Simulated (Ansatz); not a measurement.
# Calculated 17O NMR of the central transition for V2O5

Cell: a Materials Project structure (computed, not necessarily an observed phase), atoms as given.

Space group C2/m (No. 12); a = 15.3560, b = 3.5790, c = 10.1604 Å, β = 110.79°.

```csv
site,Wyckoff,site symmetry,x,y,z
V1,4i,m,0.1184,0.0000,0.1158
V3,4i,m,0.2910,0.0000,0.4145
V4,4i,m,0.3407,0.0000,0.1107
O7,4i,m,0.1822,0.0000,0.9445
O8,4i,m,0.1140,0.0000,0.2710
O9,4i,m,0.2434,0.0000,0.5741
O10,4i,m,0.3632,0.0000,0.9250
O11,4i,m,0.2680,0.0000,0.2232
O12,4i,m,0.4006,0.0000,0.4809
O13,4i,m,0.4438,0.0000,0.2209
O15,2a,2/m,0.0000,0.0000,0.0000
```

One atom of each set is listed; the run and its k-mesh use a cell of 21 atoms with edges of 7.88, 7.88, 10.16 Å.

Computed with Ansatz: DFT, r2SCAN, plane waves and PAW (field gradients read without the response of the frozen cores, which leaves them typically 4 to 6 % off), scalar-relativistic, 500 eV cutoff, Γ-centred 7×7×3 k-points, Fermi–Dirac smearing 0.02 eV.

17O has I = 5/2 and Q = -25.58 mb (Pyykkö 2018); at 9.4 T its Larmor frequency is ν₀ = 54.3 MHz. Only the quadrupole interaction is simulated: positions count from each site's isotropic chemical shift, and J coupling is left out, as are shift anisotropy and dipolar coupling, which fast spinning averages.

Simulated pattern of one O site (fast magic-angle spinning, Gaussian broadening 0.1 kHz):

offset (kHz), height and a bar:
```
   -3.919          0 
   -3.789          1 
   -3.660          8 ##
   -3.530          8 ###
   -3.400          9 ###
   -3.271          9 ###
   -3.141          9 ###
   -3.012         13 ####
   -2.882         27 ########
   -2.752         30 #########
   -2.623         32 ##########
   -2.493         35 ##########
   -2.363         39 ############
   -2.234         45 ##############
   -2.104         75 #######################
   -1.974        100 ##############################
   -1.845         75 #######################
   -1.715         69 #####################
   -1.585         67 ####################
   -1.456         69 #####################
   -1.326         76 #######################
   -1.197         95 #############################
   -1.067         81 ########################
   -0.937         64 ###################
   -0.808         56 #################
   -0.678         51 ###############
   -0.548         47 ##############
   -0.419         44 #############
   -0.289         41 ############
   -0.159         29 #########
   -0.030          2 #
    0.100          0
```

Problem. Which |C_Q| and η does the pattern imply?

Solution. The pattern spans 3.61 kHz before broadening and its centre of gravity is at -1.56 kHz, which fixes P_Q; the places of the horns and steps fix η. That gives P_Q = 3.75 MHz, |C_Q| = 3.60 MHz and η = 0.51, the values that the calculation gives site O9 (3 V at 1.88–2.00 Å). The other sites have |C_Q| = 2.96, 1.41, 2.70, 1.31, 1.36, 1.86, 3.06 MHz. The sign of C_Q can't be read from the pattern.

At this cell the principal stresses reach 5 GPa in size with r2SCAN, which can matter for small gradients. The largest force is 1.3 eV/Å, so the atoms aren't at the calculated equilibrium and relaxing them would move these values.
